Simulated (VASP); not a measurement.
Pb:

```xyz
2
Lattice="3.4800 0.0000 0.0000 -1.7400 3.0138 0.0000 0.0000 0.0000 5.5900" Properties=species:S:1:pos:R:3 pbc="T T T"
Pb    1.7400    1.0046    4.1925
Pb    0.0000    2.0092    1.3975
```

This isn't the form of Pb at room conditions, which is fcc.

```yaml
Program: VASP 6.6.1
Task: single point
Functional: PBEsol
Potentials_or_basis: VASP PAW PBE potentials, release 64 (Pb_d)
Cutoff: 900 eV
k_mesh: 21 × 21 × 12
Occupations: fermi-dirac, width 0.1 eV
Spin: no spin polarisation
```

On this cell: pressure 1.0 GPa; largest force under 0.003 eV/Å; band gap on the k mesh none (metal or under the smearing width).

The same run follows on a disturbed copy (grid = ENCUT=900 k=21x21x12 ISMEAR=-1 SIGMA=0.1 PREC=Accurate EDIFF=1e-08 LREAL=False ADDGRID=False LASPH=True; atoms moved at random, drawn with an rms of 0.1 Å):

```
Pb
1.0
     3.48000    0.00000    0.00000
    -1.74000    3.01377    0.00000
     0.00000    0.00000    5.59000
Pb
2
Direct
  0.69167 0.34968 0.75029
  0.35592 0.68358 0.25301
```

**Question.** What changes?

**Answer.** The energy (extrapolated to zero smearing) moves by +0.2 meV/atom; pressure 1.0 GPa; largest force 0.039 eV/Å; band gap on the k mesh none (metal or under the smearing width).

Forces in eV/Å, atoms in the order of the input:
```
Pb  -0.004  0.001  0.038
Pb   0.004 -0.001 -0.038
```

Stress tensor (GPa, compression positive):
```
0.52 0.02 0.00
0.02 0.53 0.00
0.00 0.00 2.07
```

Caveats: the PAW data sets were made with another functional, which shifts forces and pressure a little.
